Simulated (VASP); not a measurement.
# Mo: convergence, self-consistent run

Mo, P1 (no. 1), 27 atoms in the cell. R2SCAN; PAW potentials Mo_sv (PBE set). VASP 6.6.1.

Wanted: energy within 10 meV/atom; forces within 0.05 eV/Å.

What the run is for: forces in a large cell; Accuracy asked: screening; Cell repeated: 3 × 3 × 3.

POSCAR:
```
Mo
1.0
   -4.7514269157      4.7514269157      4.7514269157
    4.7514269157     -4.7514269157      4.7514269157
    4.7514269157      4.7514269157     -4.7514269157
Mo
27
Direct
   -0.0029480000     -0.0057420000     -0.0053220000
    0.0063680000      0.0009590000      0.3402790000
    0.0022470000     -0.0022910000      0.6702990000
    0.0009020000      0.3368500000      0.0025690000
    0.0037440000      0.3352160000      0.3333070000
   -0.0047770000      0.3375510000      0.6667480000
    0.0037450000      0.6636060000      0.0047470000
    0.0045640000      0.6669140000      0.3383220000
   -0.0052040000      0.6644470000      0.6671380000
    0.3372450000     -0.0033320000      0.0003790000
    0.3329880000      0.0019450000      0.3393220000
    0.3343980000      0.0068110000      0.6694420000
    0.3313660000      0.3301550000     -0.0104670000
    0.3365980000      0.3307150000      0.3369850000
    0.3378110000      0.3332020000      0.6686220000
    0.3333790000      0.6602990000      0.0002860000
    0.3235500000      0.6651100000      0.3259250000
    0.3300830000      0.6709390000      0.6685540000
    0.6731030000      0.0011960000      0.0128500000
    0.6708220000      0.0059360000      0.3394780000
    0.6614400000     -0.0000660000      0.6639670000
    0.6725110000      0.3352870000      0.0028670000
    0.6691910000      0.3319380000      0.3372460000
    0.6700530000      0.3349820000      0.6721500000
    0.6703060000      0.6674080000      0.0015480000
    0.6658690000      0.6721760000      0.3363230000
    0.6627700000      0.6645440000      0.6659300000
```

The series start from Plane-wave cutoff (eV): 280; Projection operators (LREAL): Auto, ROPT -0.00025; Precision mode (PREC): Normal; Electronic threshold (eV): 1e-5; Parallel layout: defaults; Program: vasp_std; Electronic algorithm: ALGO=Normal; Bands a block (NSIM): NSIM=4; Data layout and linear algebra: defaults. Each series keeps the choices made before it, and each single choice may use up half of a tolerance.

## Plane-wave cutoff (eV)

| Plane-wave cutoff (eV) | Energy less reference (meV/atom) | Forces, largest deviation (eV/Å) | SCF iterations | Time (s) |
|---|---|---|---|---|
| 220 | 124 | 0.035 | 30 | 29 |
| 240 | 20 | 0.031 | 25 | 24 |
| 280 | -16 | 0.004 | 25 | 31 |
| 320 | -9 | 0.007 | 24 | 28 |
| 390 (reference) | 0 | 0.000 | 24 | 34 |

Chosen: 390; the next looser run is off by more than half of the tolerance, so convergence isn't shown beyond this value.

## Projection operators (LREAL)

| Projection operators (LREAL) | Energy less reference (meV/atom) | Forces, largest deviation (eV/Å) | SCF iterations | Time (s) |
|---|---|---|---|---|
| Auto, ROPT -0.005 | 4 | 0.117 | 25 | 32 |
| Auto, ROPT -0.002 | 0 | 0.011 | 24 | 32 |
| Auto, ROPT -0.001 | -1 | 0.003 | 24 | 32 |
| Auto, ROPT -0.0005 | -1 | 0.003 | 24 | 32 |
| Auto, ROPT -0.00025 | 0 | 0.000 | 24 | 34 |
| Auto, ROPT -0.0001 | 0 | 0.001 | 24 | 35 |
| False (reference) | 0 | 0.000 | 24 | 33 |

Chosen: Auto, ROPT -0.002, the loosest value from which every tighter one stays within half of the tolerance.

## Precision mode (PREC)

| Precision mode (PREC) | Energy less reference (meV/atom) | Forces, largest deviation (eV/Å) | SCF iterations | Time (s) |
|---|---|---|---|---|
| SingleN | 4 | 0.036 | 25 | 32 |
| Normal | 0 | 0.016 | 24 | 32 |
| Accurate (reference) | 0 | 0.000 | 24 | 63 |

Chosen: Normal.

## Electronic threshold (eV)

| Electronic threshold (eV) | Energy less reference (meV/atom) | Forces, largest deviation (eV/Å) | SCF iterations | Time (s) |
|---|---|---|---|---|
| 0.001 | 0 | 0.008 | 18 | 25 |
| 0.0001 | 0 | 0.003 | 19 | 27 |
| 1e-5 | 0 | 0.000 | 24 | 32 |
| 1e-6 | 0 | 0.000 | 25 | 36 |
| 1e-7 (reference) | 0 | 0.000 | 32 | 44 |

Chosen: 0.001.

## Parallel layout

| Parallel layout | Energy less reference (meV/atom) | Forces, largest deviation (eV/Å) | SCF iterations | Time (s) |
|---|---|---|---|---|
| defaults | 0 | 0.000 | 18 | 25 |
| NCORE=2 | 0 | 0.002 | 18 | 23 |
| NCORE=4 | 0 | 0.005 | 19 | 23 |
| NCORE=8 | 0 | 0.005 | 19 | 24 |
| NPAR=2 | 0 | 0.005 | 19 | 26 |

Chosen: defaults; no other choice that stays within half of the tolerance saves 30 % of the time.

## Program

| Program | Energy less reference (meV/atom) | Forces, largest deviation (eV/Å) | SCF iterations | Time (s) |
|---|---|---|---|---|
| vasp_std | 0 | 0.000 | 18 | 25 |
| vasp_gam | 0 | 0.006 | 19 | 31 |

Chosen: vasp_std.

## Electronic algorithm

| Electronic algorithm | Energy less reference (meV/atom) | Forces, largest deviation (eV/Å) | SCF iterations | Time (s) |
|---|---|---|---|---|
| ALGO=Normal | 0 | 0.000 | 18 | 25 |
| ALGO=Fast | 0 | 0.013 | 17 | 25 |
| ALGO=VeryFast | 0 | 0.010 | 25 | 29 |
| ALGO=All ISEARCH=1 | 0 | 0.082 | 21 | 39 |

Chosen: ALGO=Normal.

## Bands a block (NSIM)

| Bands a block (NSIM) | Energy less reference (meV/atom) | Forces, largest deviation (eV/Å) | SCF iterations | Time (s) |
|---|---|---|---|---|
| NSIM=4 | 0 | 0.000 | 18 | 25 |
| NSIM=1 | 0 | 0.000 | 18 | 24 |
| NSIM=2 | 0 | 0.000 | 18 | 24 |
| NSIM=8 | 0 | 0.007 | 19 | 25 |
| NSIM=16 | 0 | 0.005 | 18 | 24 |

Chosen: NSIM=4.

## Data layout and linear algebra

| Data layout and linear algebra | Energy less reference (meV/atom) | Forces, largest deviation (eV/Å) | SCF iterations | Time (s) |
|---|---|---|---|---|
| defaults | 0 | 0.000 | 18 | 25 |
| LPLANE=False | 0 | 0.000 | 18 | 24 |
| LSCALAPACK=False | 0 | 0.000 | 18 | 24 |
| LSCALU=True | 0 | 0.000 | 18 | 24 |

Chosen: defaults.

## All choices together

| Input | Energy less reference (meV/atom) | Forces, largest deviation (eV/Å) | Time (s) |
|---|---|---|---|
| the program's defaults (naive) | 34 | 0.400 | 5.8 |
| chosen settings | 0 | 0.016 | 25 |
| reference settings throughout | 0 | 0.000 | 67 |

The chosen settings stay within the tolerance of the reference run, but the reference itself isn't shown to be converged in: Plane-wave cutoff (eV).

## The input

INCAR:
```
METAGGA = R2SCAN ; ISMEAR = 1
SIGMA = 0.1 ; LWAVE = F
LCHARG = F ; ISIF = 2
ISYM = 0 ; PREC = Normal
LASPH = T ; LREAL = Auto
ALGO = Normal ; EDIFF = 0.001
NELM = 120 ; GGA_COMPAT = F
ENCUT = 390 ; LMIXTAU = T
ROPT = -0.002 ; NSIM = 4
```

KPOINTS:
```
k-points
0
Gamma
  1 1 1
```

Commands:
```
cat potpaw_PBE.64/Mo_sv/POTCAR > POTCAR
mpirun -np 8 vasp_std > vasp.out
```

Limits: Only the k mesh 1 × 1 × 1 was run, so its error is untested.

The chosen input took VASP 6.6.1 25 s on 8 cores (Intel Xeon 6975P-C (Granite Rapids)), a shared host.

## An input that fails: Gamma-only program on a mesh of k points

VASP's message: You are using the Gamma-point-only version with more than one k-point or some other non-Gamma k-point.

k mesh: 1 × 1 × 1 becomes 2 × 2 × 2.

Changes against the starting input:
```
- NELM = 120
+ NELM = 55
- vasp_std
+ vasp_gam
(KPOINTS)
-k-points
+Automatic mesh
-  1 1 1
+  2 2 2
+  0 0 0
```
